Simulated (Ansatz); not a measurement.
# AlPt (P2_13) in Ansatz: a series of runs

Runs on AlPt. Level: PBEsol+U. Tasks: single point.

Program: Ansatz 0.2.0. These are calculated values, not measurements. Logs are shortened: lines on timing, memory, paths and dates and some standing lists are left out, and cuts for length are marked.

## (1) Starting point

The structure is cubic, space group P2_13 (No. 198). The conventional cell has a = 4.879 Å, b = 4.879 Å, c = 4.879 Å, α = 90.00°, β = 90.00°, γ = 90.00°. Around Pt (site symmetry 3) lie 7 Al at 2.60 to 2.63 Å. Al (site symmetry 3) is surrounded by 7 Pt at 2.60 to 2.63 Å.

The cell is a database's computed one.

## (2) Single point, PBEsol+U

input.yaml reads:

```yaml
crystal:
  lattice:
    - [4.87893207, 0.0, 0.0]
    - [0.0, 4.87893207, 0.0]
    - [0.0, 0.0, 4.87893207]
  atoms:
    - { symbol: Pt, position: [0.84493694, 0.65506306, 0.34493694] }
    - { symbol: Pt, position: [0.65506306, 0.34493694, 0.84493694] }
    - { symbol: Pt, position: [0.34493694, 0.84493694, 0.65506306] }
    - { symbol: Pt, position: [0.15506306, 0.15506306, 0.15506306] }
    - { symbol: Al, position: [0.1559679, 0.3440321, 0.6559679] }
    - { symbol: Al, position: [0.3440321, 0.6559679, 0.1559679] }
    - { symbol: Al, position: [0.6559679, 0.1559679, 0.3440321] }
    - { symbol: Al, position: [0.8440321, 0.8440321, 0.8440321] }
hamiltonian:
  xc: pbesol
  pseudopotentials: { kind: paw }
  hubbard: { sites: [{ species: Pt, l: d, u_eff: 5.0 }] }
kpoints:
  mp_grid: { grid: [5, 5, 5] }
scf:
  occupations: { method: fermi_dirac, width: 0.05 }
output:
  forces: true
  stress: true
  eigenvalues: true
```

Potentials or basis: Ansatz PAW.

The run is started by

```sh
> ansatz run input.yaml --threads 4 --pin off --max-ram 11264MiB --backend cpu --events-out ev --progress --plain --runs-dir out
```

Output:

```text
Warning: RAYON_NUM_THREADS=4 ignored (pool sized by the plan → 4); use --threads N
Pt: projections on atomic orbitals take those of the free atom [Kr 4d10 4f14] 5s2 5p6 5d9 6s1, of charge +0.00 (hamiltonian.pseudopotentials.projection_atoms); the dataset's partial waves leave at most 9.1e-5 of an orbital's norm unspanned inside its sphere
Al: projections on atomic orbitals take those of the free atom [Ne] 3s2 3p1, of charge +0.00 (hamiltonian.pseudopotentials.projection_atoms); the dataset's partial waves leave at most 3.3e-8 of an orbital's norm unspanned inside its sphere
Engine: ansatz 0.2.0, aarch64-unknown-linux-gnu
Pseudopotentials: kind: paw
Pseudopotential: Pt, paw, valence charge 18, recommended cutoff 420 eV (normal), Pt.paw.azcp
Pseudopotential: Al, paw, valence charge 3, recommended cutoff 420 eV (normal), Al.paw.azcp
Functional definition: PBEsol
  exchange = pbesol_x
  correlation = pbesol_c
Crystal: 8 atoms, lattice volume = 116.138 Å³
Basis set: ecut = 420 eV, 2301 PW (Γ), exchange–correlation on 72×72×72 points (8 copies of the dense FFT grid, shifted against one another)
Bands: 51, of which v1, the nominal top of the filled ones, is band 42 counted from 1 (41 counted from 0)
Symmetry: 12 space group operations
Space group: P213 (ITA 198), of the structure as read, at distance tolerance 4.9e-5 Å
k-points: 11 of 125 (time reversal used)
Non-local potential: Pt, projectors of the file, l = 0: 3, l = 1: 2, l = 2: 2, l = 3: 1
Non-local potential: Al, projectors of the file, l = 0: 2, l = 1: 2, l = 2: 1
PAW form: soft (Blöchl's): semilocal exchange-correlation on the pseudo side does not see the compensation charge
PAW frozen core: Pt, regenerated for the run's functional, and the local potential with it (the file was generated under x = pbe(κ = 0.804, μ = 0.2195149727645171), c = pbe(β = 0.06672455060314922))
PAW frozen core: Al, regenerated for the run's functional, and the local potential with it (the file was generated under x = pbe(κ = 0.804, μ = 0.2195149727645171), c = pbe(β = 0.06672455060314922))
PAW one-centre angular grid: Pt, 590 points (default); XC on 64 Gauss nodes
PAW one-centre angular grid: Al, 110 points (default); XC on 64 Gauss nodes
Initial density: superposition of atomic densities (chi_scale 0.1, normalization cell, long waves of neutral atoms under a Hubbard term (reshape's long-wave potential 0.00 eV rms, cloud 2.57 Å wide))
Initial wavefunctions: pseudopotential atomic-orbital guess
Functional: x = pbesol(κ = 0.804, μ = 0.12345679012345678), c = pbesol(β = 0.046)
SCF iter   1: F=—  HF=-51635.509231 eV  |F-HF|=—  |Δ(HF+E_count)|=         —  Δρ=6.78e-2  dr2=5.61e0  ethr=3.10e-3  ⟨swp⟩=6.8  Hψ=2142  notcnv=0  defer=5
preconditioner: auto → Resta (q_TF=auto, 2.585 Å⁻¹)  ε∞=9.2  [insulator: Δε(μ)=0.197 eV  Ē_g=8.666 eV  σ=0.050 eV  W_gap=0.69  n_scr=32 (ndim 8)  ℏωp=24.8 eV  f_vac=0.000  D(μ)=1.34/eV (n_scr^D=6)  ε∞_Penn≈9.2]
SCF iter   2: F=—  HF=-51634.108501 eV  |F-HF|=—  |Δ(HF+E_count)|=    1.40e0  Δρ=2.36e-2  dr2=4.60e-1  ethr=3.10e-3  ⟨swp⟩=2.0  Hψ=959  notcnv=0  defer=32
SCF iter   3: F=—  HF=-51634.044426 eV  |F-HF|=—  |Δ(HF+E_count)|=   6.41e-2  Δρ=1.12e-2  dr2=1.29e-1  ethr=5.47e-4  ⟨swp⟩=3.0  Hψ=856  notcnv=0  defer=32
SCF iter   4: F=—  HF=-51634.006604 eV  |F-HF|=—  |Δ(HF+E_count)|=   3.78e-2  Δρ=2.12e-3  dr2=5.43e-3  ethr=1.54e-4  ⟨swp⟩=2.0  Hψ=882  notcnv=0  defer=32
SCF iter   5: F=—  HF=-51634.004126 eV  |F-HF|=—  |Δ(HF+E_count)|=   2.48e-3  Δρ=1.61e-4  dr2=2.52e-5  ethr=6.46e-6  ⟨swp⟩=2.0  Hψ=817  notcnv=0  defer=32
SCF iter   6: F=—  HF=-51634.004106 eV  |F-HF|=—  |Δ(HF+E_count)|=   2.08e-5  Δρ=3.66e-5  dr2=1.46e-6  ethr=2.99e-8  ⟨swp⟩=2.3  Hψ=853  notcnv=0  defer=32
SCF iter   7: F=-51634.004105 eV  HF=-51634.004105 eV  |F-HF|=1.53e-8  |Δ(HF+E_count)|=   3.62e-7  Δρ=6.39e-6  dr2=4.01e-8  ethr=1.19e-10  ⟨swp⟩=9.7  Hψ=2481  notcnv=0
SCF 1 converged in 7 iterations: F = -51634.004105 eV  dr2 = 4.01e-8
SCF converged after 7 iterations
Free energy (F): -51634.004105 eV
Harris-Foulkes:  -51634.004105 eV  (|F-HF|=1.53e-8)
Internal energy: -51633.988167 eV  (E = F + TS)
E sigma→0 (E₀):  -51633.996136 eV
Entropy (-TS):   -0.015938 eV (-1.992 meV/atom)
Fermi energy:    16.283257 eV
--- Per-component energies (eV) ---
  E_band       = -908.814815
  E_kinetic    = 2675.289036
  E_local      = -8754.917930  (includes V_loc(G=0)·N_el)
  E_nonlocal   = 854.085258
  E_hartree    = 3460.043058
  E_xc         = -1209.354881
  E_vxc        = -1340.054964  (∫ρ·V_xc dr)
  E_hubbard    = 7.107323  (on-site DFT+U / exact-exchange correction)
  E_vhub       = -78.081512  (the Hubbard potential's part of the band-sum identity)
  E_paw        = -39088.671303  (= ΣΔE_a)
  E_vpaw       = -1185.217696  (= ΣTr[D̂ρ^β])
  E_aug_tail   = 0.000727  (compensation charges beyond the density's cutoff)
  E_ewald      = -9578.793935
  E_core_change = 1.224481  (= ΣΔE_core)
  E_smearing   = -0.015938  (= −TS)
  E_closure    = 0.000000  (closes the sum)
  Σ components = -51634.004105   (vs F -51634.004105, Δ=0.00e0)
--- Forces (eV/Å), atoms counted from 1 ---
  atom   1  Pt     0.00692237    -0.00692237     0.00692237
  atom   2  Pt    -0.00692237     0.00692237     0.00692237
  atom   3  Pt     0.00692237     0.00692237    -0.00692237
  atom   4  Pt    -0.00692237    -0.00692237    -0.00692237
  atom   5  Al     0.00809746    -0.00809746     0.00809746
  atom   6  Al    -0.00809746     0.00809746     0.00809746
  atom   7  Al     0.00809746     0.00809746    -0.00809746
  atom   8  Al    -0.00809746    -0.00809746    -0.00809746
  max |Σ_I F_I| component: 5.38e-17 eV/Å
--- Stress (GPa, compression-positive) ---
       -0.544423      -0.000000       0.000000
       -0.000000      -0.544423       0.000000
        0.000000       0.000000      -0.544423
  P = ⅓ Tr σ = -0.5444 GPa (-5.444 kbar)
--- Band table (eV; the first three rows and the last of 11) ---
  k-point 0: bands = ["-81.0713", "-81.0656", "-81.0656", "-81.0656", "-35.4261", "-35.4261", "-35.4261", "-35.3659", "-35.3622", "-35.3622", "-35.3622", "-35.3103", "-35.3103", "-35.2848", "-35.2848", "-35.2848", "5.4052", "8.6634", "8.6634", "8.6634", "9.9637", "9.9637", "9.9637", "10.2783", "10.2783", "10.2783", "10.6246", "11.2111", "11.2111", "11.4600", "11.4600", "11.4600", "12.2936", "12.2936", "12.2936", "13.1342", "13.1342", "14.2375", "14.2375", "14.2375", "15.8114", "15.8114", "15.8114", "20.6270", "20.6270", "20.6270", "20.8065", "20.8065", "21.1186", "21.6319", "21.6319"]
  k-point 1: bands = ["-81.0709", "-81.0669", "-81.0655", "-81.0654", "-35.4329", "-35.4279", "-35.4141", "-35.3752", "-35.3712", "-35.3664", "-35.3430", "-35.3086", "-35.3051", "-35.2886", "-35.2882", "-35.2842", "5.6937", "8.3358", "8.6873", "8.7739", "9.7436", "9.8844", "10.1447", "10.1942", "10.2804", "10.6610", "10.7327", "10.9241", "10.9529", "11.1180", "11.4033", "11.9078", "12.1098", "12.3878", "12.6571", "12.9646", "13.0166", "13.3933", "14.3110", "14.5956", "15.6051", "15.6057", "17.5281", "19.2977", "19.5008", "19.7577", "19.7644", "20.7718", "21.2249", "21.5991", "21.9030"]
  k-point 2: bands = ["-81.0700", "-81.0686", "-81.0655", "-81.0654", "-35.4342", "-35.4317", "-35.3991", "-35.3839", "-35.3789", "-35.3741", "-35.3226", "-35.3083", "-35.2958", "-35.2953", "-35.2932", "-35.2876", "6.5014", "7.5769", "8.6825", "8.7181", "9.6012", "9.7781", "10.1919", "10.2109", "10.4328", "10.4664", "10.6004", "10.6825", "11.0982", "11.4947", "11.5945", "11.9269", "11.9678", "12.3193", "12.6902", "12.7197", "12.9531", "13.5034", "14.2893", "14.6144", "15.3664", "15.9159", "17.3651", "18.0223", "19.0748", "19.0886", "20.7444", "20.9640", "21.6622", "21.8093", "22.1989"]
  k-point 10: bands = ["-81.0684", "-81.0682", "-81.0667", "-81.0666", "-35.4251", "-35.4228", "-35.4142", "-35.4104", "-35.3598", "-35.3545", "-35.3396", "-35.3335", "-35.2913", "-35.2883", "-35.2829", "-35.2809", "8.1214", "8.5392", "8.6537", "8.6857", "9.5614", "9.5817", "10.1192", "10.2137", "10.2196", "10.3766", "10.3799", "10.5792", "11.2117", "11.2699", "11.3313", "11.5515", "12.2301", "12.2823", "12.5501", "12.5548", "12.7368", "12.9276", "12.9390", "13.2918", "14.5386", "14.8963", "15.6356", "16.1477", "21.6070", "22.1379", "22.3896", "22.7289", "22.8952", "23.3220", "23.6978"]
Occupation matrices written to <dir>
```

occupation_matrices:

```text
# The occupation matrices of the corrected shells as a run of Ansatz 0.0.0 ended. An entry of
# hamiltonian.hubbard.sites starts from them by `starting_ns: <path of this file>`, where that key's refused
# combinations let it.
# Free energy -51634.004105 eV.
# projection_atom_Pt: [Kr 4d10 4f14] 5s2 5p6 5d9 6s1
[... 46 lines left out ...]
  site3_d:
    matrix:
      - [0.9204229736364811, 0.003195040991241225, 0.0010784511367496153, -2.8189256484623115e-18, 0.00427349212799084]
      - [0.003195040991241225, 0.9246583146830546, 0.00022064824818999166, 0.0030899458845855083, -0.00022064824818999248]
      - [0.0010784511367496153, 0.00022064824818999177, 0.9246583146830544, -0.00431195960684027, -0.00022064824818999142]
      - [-4.87890977618477e-19, 0.003089945884585508, -0.00431195960684027, 0.9204229736364808, -0.0012220137222547615]
      - [0.00427349212799084, -0.00022064824818999248, -0.0002206482481899912, -0.0012220137222547615, 0.9246583146830547]
```

Run time: 2 s. Hardware: 4 threads of Arm Neoverse V2, shared host; peak memory 0.43 GiB.

What came out:

| Property | Result |
| --- | --- |
| Free energy | -51634.0041 eV |
| Pressure | -0.5 GPa |
| Largest force | 0.014 eV/Å |
| Band gap on the k mesh | none (metal or under the smearing width) |

Forces in eV/Å, atoms in the order of the input:
```
Pt   0.007 -0.007  0.007
Pt  -0.007  0.007  0.007
Pt   0.007  0.007 -0.007
Pt  -0.007 -0.007 -0.007
Al   0.008 -0.008  0.008
Al  -0.008  0.008  0.008
Al   0.008  0.008 -0.008
Al  -0.008 -0.008 -0.008
```

Eigenvalues of the final occupation matrices:
| site | spin | trace | eigenvalues |
| --- | --- | --- | --- |
| site 1 | 1 | 4.61 | 0.92 0.92 0.93 0.93 0.93 |
| site 2 | 1 | 4.61 | 0.92 0.92 0.93 0.93 0.93 |
| site 3 | 1 | 4.61 | 0.92 0.92 0.93 0.93 0.93 |
| site 4 | 1 | 4.61 | 0.92 0.92 0.93 0.93 0.93 |

Caveat: U without spin polarisation on a metal has little footing; the PAW data sets come from PBE, with cores solved anew for the run's functional, which leaves a small shift of forces and pressure; the U is typed as a test and isn't derived for this compound.

## (3) Single point, PBEsol+U

input.yaml, as its differences from that of step 2:

```diff
@@ -17,3 +17,3 @@
   pseudopotentials: { kind: paw }
-  hubbard: { sites: [{ species: Pt, l: d, u_eff: 5.0 }] }
+  hubbard: { sites: [{ species: Pt, l: d, u_eff: 6.0 }] }
 kpoints:
```

Potentials or basis: Ansatz PAW.

The run is started by

```sh
> ansatz run input.yaml --threads 4 --pin off --max-ram 11264MiB --backend cpu --events-out ev --progress --plain --runs-dir out
```

Output:

```text
Warning: RAYON_NUM_THREADS=4 ignored (pool sized by the plan → 4); use --threads N
Pt: projections on atomic orbitals take those of the free atom [Kr 4d10 4f14] 5s2 5p6 5d9 6s1, of charge +0.00 (hamiltonian.pseudopotentials.projection_atoms); the dataset's partial waves leave at most 9.1e-5 of an orbital's norm unspanned inside its sphere
Al: projections on atomic orbitals take those of the free atom [Ne] 3s2 3p1, of charge +0.00 (hamiltonian.pseudopotentials.projection_atoms); the dataset's partial waves leave at most 3.3e-8 of an orbital's norm unspanned inside its sphere
[... 7 set-up lines as earlier in the session ...]
Crystal: 8 atoms, lattice volume = 116.138 Å³
Basis set: ecut = 420 eV, 2301 PW (Γ), exchange–correlation on 72×72×72 points (8 copies of the dense FFT grid, shifted against one another)
Bands: 51, of which v1, the nominal top of the filled ones, is band 42 counted from 1 (41 counted from 0)
[... 2 set-up lines as earlier in the session ...]
k-points: 11 of 125 (time reversal used)
[... 7 set-up lines as earlier in the session ...]
[... 31 lines left out ...]
  E_vpaw       = -1186.234387  (= ΣTr[D̂ρ^β])
  E_aug_tail   = 0.000728  (compensation charges beyond the density's cutoff)
  E_ewald      = -9578.793935
  E_core_change = 1.224481  (= ΣΔE_core)
  E_smearing   = -0.015486  (= −TS)
  E_closure    = -0.000000  (closes the sum)
  Σ components = -51632.610844   (vs F -51632.610844, Δ=0.00e0)
--- Forces (eV/Å), atoms counted from 1 ---
  atom   1  Pt     0.00231000    -0.00231000     0.00231000
  atom   2  Pt    -0.00231000     0.00231000     0.00231000
  atom   3  Pt     0.00231000     0.00231000    -0.00231000
  atom   4  Pt    -0.00231000    -0.00231000    -0.00231000
  atom   5  Al     0.01002030    -0.01002030     0.01002030
  atom   6  Al    -0.01002030     0.01002030     0.01002030
  atom   7  Al     0.01002030     0.01002030    -0.01002030
  atom   8  Al    -0.01002030    -0.01002030    -0.01002030
  max |Σ_I F_I| component: 8.50e-17 eV/Å
--- Stress (GPa, compression-positive) ---
       -0.251464      -0.000000       0.000000
       -0.000000      -0.251464      -0.000000
        0.000000       0.000000      -0.251464
  P = ⅓ Tr σ = -0.2515 GPa (-2.515 kbar)
--- Band table (eV; the first three rows and the last of 11) ---
  k-point 0: bands = ["-80.8843", "-80.8788", "-80.8788", "-80.8788", "-35.2554", "-35.2554", "-35.2554", "-35.1945", "-35.1900", "-35.1900", "-35.1900", "-35.1377", "-35.1377", "-35.1118", "-35.1118", "-35.1118", "5.3991", "8.4218", "8.4218", "8.4218", "9.6466", "9.6466", "9.6466", "9.9909", "9.9909", "9.9909", "10.3143", "10.9156", "10.9156", "11.2108", "11.2108", "11.2108", "12.0090", "12.0090", "12.0090", "12.8204", "12.8204", "14.1412", "14.1412", "14.1412", "15.6996", "15.6996", "15.6996", "20.5846", "20.5846", "20.5846", "20.7672", "20.7672", "21.1095", "21.6051", "21.6051"]
  k-point 1: bands = ["-80.8839", "-80.8801", "-80.8787", "-80.8786", "-35.2621", "-35.2572", "-35.2433", "-35.2032", "-35.1997", "-35.1945", "-35.1705", "-35.1360", "-35.1324", "-35.1157", "-35.1153", "-35.1112", "5.6861", "8.1331", "8.4394", "8.5214", "9.4486", "9.5905", "9.8421", "9.8897", "10.0099", "10.3658", "10.4520", "10.6555", "10.6852", "10.8061", "11.1194", "11.6236", "11.8200", "12.1195", "12.3669", "12.6541", "12.7059", "13.1841", "14.2297", "14.4874", "15.5068", "15.5187", "17.4731", "19.2866", "19.4543", "19.7004", "19.7153", "20.7461", "21.2026", "21.5750", "21.8777"]
  k-point 2: bands = ["-80.8831", "-80.8818", "-80.8788", "-80.8787", "-35.2634", "-35.2609", "-35.2280", "-35.2126", "-35.2069", "-35.2023", "-35.1499", "-35.1356", "-35.1229", "-35.1225", "-35.1203", "-35.1147", "6.4813", "7.4934", "8.4194", "8.4557", "9.3359", "9.5217", "9.8909", "9.9038", "10.1235", "10.1632", "10.2952", "10.3983", "10.8163", "11.1859", "11.2743", "11.6083", "11.6740", "12.0439", "12.3810", "12.4105", "12.6955", "13.2009", "14.2509", "14.5167", "15.3200", "15.8506", "17.3095", "17.9553", "19.0081", "19.0237", "20.7412", "20.9454", "21.6368", "21.7860", "22.1755"]
  k-point 10: bands = ["-80.8816", "-80.8815", "-80.8798", "-80.8798", "-35.2542", "-35.2518", "-35.2432", "-35.2394", "-35.1876", "-35.1821", "-35.1672", "-35.1610", "-35.1184", "-35.1155", "-35.1099", "-35.1078", "8.0108", "8.3653", "8.4912", "8.5011", "9.3500", "9.3824", "9.8418", "9.8926", "9.9535", "10.0692", "10.0945", "10.2861", "10.9935", "11.0039", "11.1029", "11.2951", "11.9229", "11.9806", "12.2493", "12.2858", "12.4299", "12.7029", "12.7473", "13.0931", "14.3662", "14.7395", "15.4831", "16.0277", "21.5668", "22.1045", "22.3604", "22.7218", "22.8782", "23.2930", "23.6913"]
Occupation matrices written to <dir>
```

Run time: 2 s. Hardware: 4 threads of Arm Neoverse V2, shared host; peak memory 0.44 GiB.

What came out:

| Quantity | Value |
| --- | --- |
| Free energy | -51632.6108 eV |
| Pressure | -0.3 GPa |
| Largest force | 0.017 eV/Å |
| Band gap on the k mesh | none (metal or under the smearing width) |

Forces on the atoms (eV/Å):
```
Pt   0.002 -0.002  0.002
Pt  -0.002  0.002  0.002
Pt   0.002  0.002 -0.002
Pt  -0.002 -0.002 -0.002
Al   0.010 -0.010  0.010
Al  -0.010  0.010  0.010
Al   0.010  0.010 -0.010
Al  -0.010 -0.010 -0.010
```

Levels at points of the mesh, in eV from the Fermi level:
| k point | band 38 | band 39 | band 40 | band 41 | band 42 | band 43 | band 44 | band 45 | band 46 | band 47 |
| --- | --- | --- | --- | --- | --- | --- | --- | --- | --- | --- |
| (0.00, 0.00, 0.00) | -2.10 | -2.10 | -2.10 | -0.54 | -0.54 | -0.54 | 4.35 | 4.35 | 4.35 | 4.53 |

Eigenvalues of the final occupation matrices:
```csv
site,spin,trace,eigenvalues
site 1,1,4.63,0.92 0.92 0.93 0.93 0.93
site 2,1,4.63,0.92 0.92 0.93 0.93 0.93
site 3,1,4.63,0.92 0.92 0.93 0.93 0.93
site 4,1,4.63,0.92 0.92 0.93 0.93 0.93
```

Caveat: U without spin polarisation on a metal has little footing; the PAW data sets come from PBE, with cores solved anew for the run's functional, which leaves a small shift of forces and pressure; the U is typed as a test and isn't derived for this compound.
